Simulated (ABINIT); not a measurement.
# Fe (Fmmm) in ABINIT: band structure with PBEsol

Aim: the band structure of Fe with PBEsol.

Program: ABINIT 10.8.3 (patched build). These are calculated values, not measurements. Logs are shortened: lines on timing, memory, paths and dates and some standing lists are left out, and cuts for length are marked. The log counts tension as positive stress, the text compression.

## 1. The crystal as given

The structure is orthorhombic, space group Fmmm (No. 69). Conventional cell: a = 2.997 Å, b = 3.883 Å, c = 3.930 Å, α = 90.00°, β = 90.00°, γ = 90.00°. Fe (site symmetry mmm) is surrounded by 12 Fe at 2.45 to 2.76 Å.

## 2. Band structure, PBEsol, collinear spin, ferromagnetic start

The input, run.abi:

```
# Datasets: ground state, then fixed potential
ndtset 2

# Pseudopotentials
pp_dirpath "./"
pseudos "Fe.GGA_PBE-JTH.xml"

# Structure
acell 5.2205685297 4.6699410662 4.6349071117
rprim
     0.0000000000     0.7028652530     0.7113230181
     0.6063546897     0.0000000000     0.7951943098
     0.6109379536     0.7916784807     0.0000000000
ntypat 1
znucl 26
natom 1
typat 1
xred
     0.0000000000     0.0000000000     0.0000000000
chkprim 0
chksymtnons 0
tolsym 1.0e-6

# Plane-wave basis
ecut 707.496042 eV
pawecutdg 48.0
pawxcdev 0

# Exchange and correlation
ixc -116133

# Bands and occupations
occopt 3
tsmear 0.05 eV

# Spin
nsppol 2
spinat
     0.0000000000     0.0000000000     3.0000000000

# SCF cycle
nstep 100

# Output
iomode 3
prtwf 0
prteig 0
prtebands 0
prtden1 1

# Dataset 1
kptopt1 1
ngkpt1 13 13 13
nshiftk1 1
shiftk1 0.0 0.0 0.0
nband1 13
tolvrs1 1.0e-9

# Dataset 2: bands along G-Y-C-D-X-G-Z-D1-H-C
iscf2 -2
getden2 1
nband2 19
nbdbuf2 4
tolwfr2 1.0e-11
kptopt2 -9
ndivsm2 5
prteig2 1
prtvol2 -3
kptbounds2
     0.0000000000     0.0000000000     0.0000000000
     0.5000000000     0.0000000000     0.5000000000
     0.5000000000     0.2464806240     0.7464806240
     0.0742892414     0.5000000000     0.5742892414
     0.0000000000     0.5000000000     0.5000000000
     0.0000000000     0.0000000000     0.0000000000
     0.5000000000     0.5000000000     0.0000000000
     0.9257107586     0.5000000000     0.4257107586
     0.9239121170     0.4239121170     0.5000000000
     0.5000000000     0.2464806240     0.7464806240
```

Potentials or basis: JTH PAW PBE v2.0.

Command:

```console
$ abinit run.abi > log 2>&1
```

run.abo:

```text
.Version 10.8.3 of ABINIT
 DATASET    1 : space group Fm m m (# 69); Bravais oF (face-center ortho.)
================================================================================
 Values of the parameters that define the memory need for DATASET  1.
     intxc =       0    ionmov =       0      iscf =      17    lmnmax =      18
     lnmax =       6     mgfft =      24  mpssoang =       3    mqgrid =    3001
     natom =       1  nloc_mem =       2    nspden =       2   nspinor =       1
    nsppol =       2      nsym =       8    n1xccc =       1    ntypat =       1
    occopt =       3   xclevel =       2
       mpw =         506          nfft =       13824          nkpt =         343
 PAW method is used; the additional fine FFT grid is defined by:
   mgfftf=        36    nfftf =     46656
================================================================================
================================================================================

 DATASET    2 : space group Fm m m (# 69); Bravais oF (face-center ortho.)
================================================================================
 Values of the parameters that define the memory need for DATASET  2.
     intxc =       0    ionmov =       0      iscf =      -2    lmnmax =      18
     lnmax =       6     mgfft =      24  mpssoang =       3    mqgrid =    3001
     natom =       1  nloc_mem =       2    nspden =       2   nspinor =       1
    nsppol =       2      nsym =       8    n1xccc =       1    ntypat =       1
    occopt =       3   xclevel =       2
       mpw =         506          nfft =       13824          nkpt =         245
 PAW method is used; the additional fine FFT grid is defined by:
   mgfftf=        36    nfftf =     46656
================================================================================
================================================================================

--------------------------------------------------------------------------------
------------- Echo of variables that govern the present computation ------------
--------------------------------------------------------------------------------
 -outvars: echo values of preprocessed input variables --------
            acell      5.2205685297E+00  4.6699410662E+00  4.6349071117E+00 Bohr
              amu      5.58470000E+01
          chkprim           0
      chksymtnons           0
             ecut      2.60000000E+01 Hartree
           getden1          0
           getden2          1
             iscf1         17
             iscf2         -2
              ixc     -116133
           jdtset        1    2
           kptopt1          1
           kptopt2         -9
         kptrlatt       13    0    0      0   13    0      0    0   13
          kptrlen1     6.02537925E+01
          kptrlen2     3.00000000E+01
            natom           1
            nband1         13
            nband2         19
           nbdbuf1          0
           nbdbuf2          4
           ndtset           2
           ndivsm1          0
           ndivsm2          5
            ngfft          24      24      24
          ngfftdg          36      36      36
             nkpt1        343
             nkpt2        245
           nspden           2
           nsppol           2
            nstep         100
             nsym           8
           ntypat           1
           occopt           3
        pawecutdg      4.80000000E+01 Hartree
         pawxcdev           0
        prtebands           0
           prteig1          0
           prteig2          1
           prtvol1          0
           prtvol2         -3
            prtwf           0
[... 2245 lines left out ...]
 -2.8035E+00 -1.5531E+00 -1.5529E+00 -1.5526E+00  2.3098E-02  3.0583E-01
  3.1080E-01  3.2888E-01  3.7362E-01  3.9557E-01  1.1842E+00  1.2401E+00
  1.2495E+00  1.4197E+00  1.4515E+00  1.4724E+00  1.4953E+00  1.5136E+00
  1.5817E+00
 Non-SCF case, kpt    3 (  0.02941  0.00000  0.02941), residuals and eigenvalues=
[... 1929 lines left out ...]
  1.44E-12  3.20E-12  4.95E-13  5.60E-12  1.47E-12  2.29E-12  2.51E-12  1.46E-10
  1.77E-09  3.47E-07  7.37E-08
 -2.8002E+00 -1.5620E+00 -1.5610E+00 -1.5601E+00  2.5419E-01  2.6023E-01
  2.6581E-01  3.9268E-01  4.0218E-01  6.5829E-01  6.7118E-01  6.9754E-01
  7.4794E-01  1.6156E+00  1.6874E+00  1.7451E+00  1.7753E+00  1.8286E+00
  1.8416E+00
 Non-SCF case, kpt  245 (  0.50000  0.24648  0.74648), residuals and eigenvalues=
  2.33E-12  8.57E-12  5.71E-12  4.28E-12  1.56E-12  9.68E-12  4.96E-12  5.32E-12
  1.54E-12  7.16E-12  1.68E-12  2.26E-12  2.02E-12  1.69E-12  9.26E-12  1.53E-10
  2.45E-07  1.05E-06  3.80E-06
 -2.8002E+00 -1.5617E+00 -1.5607E+00 -1.5607E+00  2.5444E-01  2.6151E-01
  2.6423E-01  3.9273E-01  4.0231E-01  6.6700E-01  6.6995E-01  6.9046E-01
  7.4589E-01  1.6379E+00  1.6667E+00  1.7470E+00  1.8038E+00  1.8085E+00
  1.8334E+00

--- !ResultsGS
iteration_state: {dtset: 2, }
comment   : Summary of ground state results
lattice_vectors:
- [  0.0000000,   3.6693562,   3.7135106, ]
- [  2.8316407,   0.0000000,   3.7135106, ]
- [  2.8316407,   3.6693562,   0.0000000, ]
lattice_lengths: [   5.22057,    4.66994,    4.63491, ]
lattice_angles: [ 68.257,  56.190,  55.553, ] # degrees, (23, 13, 12)
lattice_volume:   7.7168965E+01
convergence: {deltae:  0.000E+00, res2:  0.000E+00, residm:  9.997E-12, diffor:  0.000E+00, }
etotal    :  -1.24357996E+02
entropy   :   0.00000000E+00
fermie    :   3.28356888E-01
cartesian_stress_tensor: null
pressure_GPa: null
xred      :
- [  0.0000E+00,   0.0000E+00,   0.0000E+00, Fe]
cartesian_forces: null
force_length_stats: {min: null, max: null, mean: null, }
...

 Integrated electronic and magnetization densities in atomic spheres:
 ------------------------------------------------------------------------------------------------------------
 Radius=ratsph(iatom), smearing ratsm=  0.0000. Diff(up-dn)=approximate z local magnetic moment.
    Atom    Radius    up_density   dn_density  Total(up+dn)  Diff(up-dn)
    1 Fe   2.11532     8.317535     6.093215     14.410750     2.224321
 ------------------------------------------------------------------------------------------------------------
  Sum:                 8.317535     6.093215     14.410750     2.224321
 Total magnetization (from the atomic spheres):                2.224321
 Total magnetization (exact up - dn):                          2.182734

================================================================================

 ----iterations are completed or convergence reached----

 Mean square residual over all n,k,spin=   43.391E-13; max=  99.973E-13
 reduced coordinates (array xred) for    1 atoms
       0.000000000000      0.000000000000      0.000000000000

 cartesian coordinates (angstrom) at end:
    1      0.00000000000000     0.00000000000000     0.00000000000000
 length scales=  5.220568529700  4.669941066200  4.634907111700 bohr
              =  2.762605892000  2.471226386817  2.452687216500 angstroms
 Eigenvalues (hartree) for nkpt= 245  k points, SPIN UP:
 kpt#   1, nband= 19, wtk=  1.00000, kpt=  0.0000  0.0000  0.0000 (reduced coord)
  -2.89908   -1.64687   -1.64678   -1.64651    0.01373    0.23770    0.24110    0.25358
   0.28034    0.29485    1.18895    1.24353    1.25302    1.40312    1.44292    1.45454
   1.46619    1.46918    1.56020
 kpt#   2, nband= 19, wtk=  1.00000, kpt=  0.0147  0.0000  0.0147 (reduced coord)
  -2.89907   -1.64687   -1.64680   -1.64655    0.01408    0.23789    0.24098    0.25356
   0.28037    0.29475    1.18870    1.24260    1.25101    1.40253    1.44035    1.44459
   1.46715    1.48351    1.54923
 kpt#   3, nband= 19, wtk=  1.00000, kpt=  0.0294  0.0000  0.0294 (reduced coord)
  -2.89905   -1.64688   -1.64683   -1.64664    0.01513    0.23845    0.24064    0.25351
   0.28047    0.29445    1.18795    1.23982    1.24517    1.40101    1.42089    1.44927
   1.47004    1.50339    1.52675
 kpt#   4, nband= 19, wtk=  1.00000, kpt=  0.0441  0.0000  0.0441 (reduced coord)
  -2.89902   -1.64690   -1.64688   -1.64681    0.01688    0.23939    0.24006    0.25341
   0.28064    0.29397    1.18674    1.23517    1.23598    1.39919    1.40117    1.45583
   1.47480    1.50541    1.52382
 kpt#   5, nband= 19, wtk=  1.00000, kpt=  0.0588  0.0000  0.0588 (reduced coord)
[... 948 lines left out ...]
  -2.89598   -1.65542   -1.65464   -1.65230    0.19806    0.20658    0.21855    0.29179
   0.30345    0.60630    0.62144    0.67669    0.74532    1.55900    1.70922    1.72613
   1.73135    1.84622    1.87440
 kpt# 243, nband= 19, wtk=  1.00000, kpt=  0.5242  0.2566  0.7324 (reduced coord)
  -2.89598   -1.65513   -1.65440   -1.65284    0.19970    0.20692    0.21668    0.29171
   0.30362    0.61431    0.62838    0.67149    0.72930    1.58636    1.70457    1.73371
   1.74070    1.84107    1.85095
 kpt# 244, nband= 19, wtk=  1.00000, kpt=  0.5121  0.2516  0.7394 (reduced coord)
  -2.89598   -1.65483   -1.65417   -1.65336    0.20076    0.20782    0.21477    0.29165
   0.30375    0.62293    0.63484    0.66118    0.72058    1.61186    1.68362    1.73613
   1.77133    1.82833    1.83394
 kpt# 245, nband= 19, wtk=  1.00000, kpt=  0.5000  0.2465  0.7465 (reduced coord)
  -2.89599   -1.65452   -1.65418   -1.65365    0.20117    0.20929    0.21287    0.29161
   0.30383    0.63214    0.63443    0.65295    0.71840    1.63437    1.66285    1.73885
   1.79682    1.81116    1.82599
 Eigenvalues (hartree) for nkpt= 245  k points, SPIN DOWN:
 kpt#   1, nband= 19, wtk=  1.00000, kpt=  0.0000  0.0000  0.0000 (reduced coord)
  -2.80354   -1.55309   -1.55285   -1.55262    0.02274    0.30563    0.31094    0.32891
   0.37358    0.39570    1.18427    1.24076    1.25136    1.42045    1.44971    1.48858
   1.49442    1.49733    1.59582
 kpt#   2, nband= 19, wtk=  1.00000, kpt=  0.0147  0.0000  0.0147 (reduced coord)
  -2.80353   -1.55311   -1.55288   -1.55262    0.02310    0.30583    0.31080    0.32888
   0.37362    0.39557    1.18417    1.24007    1.24954    1.41973    1.45146    1.47238
   1.49525    1.51363    1.58168
 kpt#   3, nband= 19, wtk=  1.00000, kpt=  0.0294  0.0000  0.0294 (reduced coord)
  -2.80351   -1.55315   -1.55299   -1.55262    0.02416    0.30644    0.31038    0.32878
   0.37373    0.39518    1.18387    1.23797    1.24424    1.41780    1.45262    1.45648
   1.49776    1.53372    1.56000
 kpt#   4, nband= 19, wtk=  1.00000, kpt=  0.0441  0.0000  0.0441 (reduced coord)
  -2.80347   -1.55322   -1.55317   -1.55263    0.02591    0.30746    0.30968    0.32861
   0.37391    0.39456    1.18339    1.23441    1.23590    1.41525    1.43282    1.46405
   1.50192    1.53824    1.55407
 kpt#   5, nband= 19, wtk=  1.00000, kpt=  0.0588  0.0000  0.0588 (reduced coord)
[... 810 lines left out ...]
   1.98754    2.03810    2.12351
 kpt# 208, nband= 19, wtk=  1.00000, kpt=  0.9244  0.4457  0.4788 (reduced coord)
  -2.79831   -1.56634   -1.56420   -1.56262    0.21482    0.22144    0.40370    0.40662
   0.41474    0.63528    0.70815    0.73840    0.90465    0.98958    1.14455    1.73534
   1.98791    2.01858    2.13266
 kpt# 209, nband= 19, wtk=  1.00000, kpt=  0.9242  0.4348  0.4894 (reduced coord)
  -2.79833   -1.56628   -1.56430   -1.56249    0.21553    0.22209    0.40035    0.40509
   0.41560    0.63885    0.71024    0.72969    0.90564    0.99592    1.14945    1.72783
   1.98668    1.99603    2.11855
 kpt# 210, nband= 19, wtk=  1.00000, kpt=  0.9239  0.4239  0.5000 (reduced coord)
  -2.79835   -1.56618   -1.56439   -1.56235    0.21658    0.22302    0.39635    0.40290
   0.41600    0.64406    0.70943    0.72177    0.90681    1.00409    1.15717    1.71809
   1.97250    1.98185    2.11827
 kpt# 211, nband= 19, wtk=  1.00000, kpt=  0.9118  0.4188  0.5070 (reduced coord)
  -2.79839   -1.56605   -1.56449   -1.562
```

Run time: 3.3 min. Hardware: 1 thread of Arm Neoverse V2, shared host; peak memory 0.22 GiB.

What came out:

| Property | Result |
| --- | --- |
| Free energy | -3383.9535 eV |
| Pressure | -10.6 GPa |
| Band gap on the k mesh | none (metal or under the smearing width) |
| Net moment | 2.18 μB per cell |
| Site moments | Fe +2.22 μB |
| Valence electrons inside the program's atomic spheres | Fe 14.41 (radii [1.1194] Å) |

Levels at the corners of the path, in eV from the Fermi level:
Spin up:
| point | band 6 | band 7 | band 8 | band 9 | band 10 | band 11 | band 12 | band 13 |
| --- | --- | --- | --- | --- | --- | --- | --- | --- |
| Γ | -2.47 | -2.37 | -2.03 | -1.31 | -0.91 | 23.42 | 24.90 | 25.16 |
| Y | -3.73 | -0.76 | -0.71 | 0.47 | 0.87 | 7.94 | 16.80 | 18.09 |
| C | -3.24 | -3.14 | -1.00 | -0.67 | 8.27 | 8.33 | 8.83 | 10.61 |
| D | -4.64 | -0.20 | -0.13 | 0.12 | 8.15 | 9.84 | 10.17 | 14.58 |
| X | -4.74 | -0.02 | 0.11 | 0.22 | 7.64 | 10.70 | 10.70 | 14.36 |
| Γ | -2.47 | -2.37 | -2.03 | -1.31 | -0.91 | 23.42 | 24.90 | 25.16 |
| Z | -3.75 | -0.73 | -0.66 | 0.40 | 0.65 | 7.67 | 17.03 | 18.33 |
| D1 | -4.64 | -0.20 | -0.13 | 0.12 | 8.15 | 9.84 | 10.17 | 14.58 |
| H | -4.63 | -0.24 | -0.21 | 0.23 | 8.16 | 9.83 | 10.20 | 14.57 |
| C | -3.24 | -3.14 | -1.00 | -0.67 | 8.27 | 8.33 | 8.83 | 10.61 |
Spin down:
| point | band 3 | band 4 | band 5 | band 6 | band 7 | band 8 | band 9 | band 10 | band 11 | band 12 |
| --- | --- | --- | --- | --- | --- | --- | --- | --- | --- | --- |
| Γ | -51.19 | -51.18 | -8.32 | -0.62 | -0.47 | 0.01 | 1.23 | 1.83 | 23.29 | 24.83 |
| Y | -51.37 | -51.20 | -3.62 | -2.07 | 1.09 | 1.82 | 1.96 | 2.65 | 9.34 | 17.01 |
| C | -51.40 | -51.40 | -2.01 | -1.82 | -1.75 | 1.75 | 2.01 | 9.21 | 9.30 | 9.85 |
| D | -51.48 | -51.47 | -3.04 | -2.88 | 1.92 | 2.04 | 2.32 | 8.58 | 10.38 | 10.68 |
| X | -51.50 | -51.46 | -3.16 | -2.97 | 2.28 | 2.30 | 2.37 | 7.98 | 11.04 | 11.06 |
| Γ | -51.19 | -51.18 | -8.32 | -0.62 | -0.47 | 0.01 | 1.23 | 1.83 | 23.29 | 24.83 |
| Z | -51.36 | -51.21 | -3.64 | -2.13 | 0.86 | 1.88 | 2.02 | 2.62 | 9.08 | 17.24 |
| D1 | -51.48 | -51.47 | -3.04 | -2.88 | 1.92 | 2.04 | 2.32 | 8.58 | 10.38 | 10.68 |
| H | -51.50 | -51.45 | -3.04 | -2.87 | 1.85 | 2.03 | 2.38 | 8.59 | 10.37 | 10.71 |
| C | -51.40 | -51.40 | -2.01 | -1.82 | -1.75 | 1.75 | 2.01 | 9.21 | 9.30 | 9.85 |

Caveat: the PAW data sets were made with another functional, which shifts forces and pressure a little.
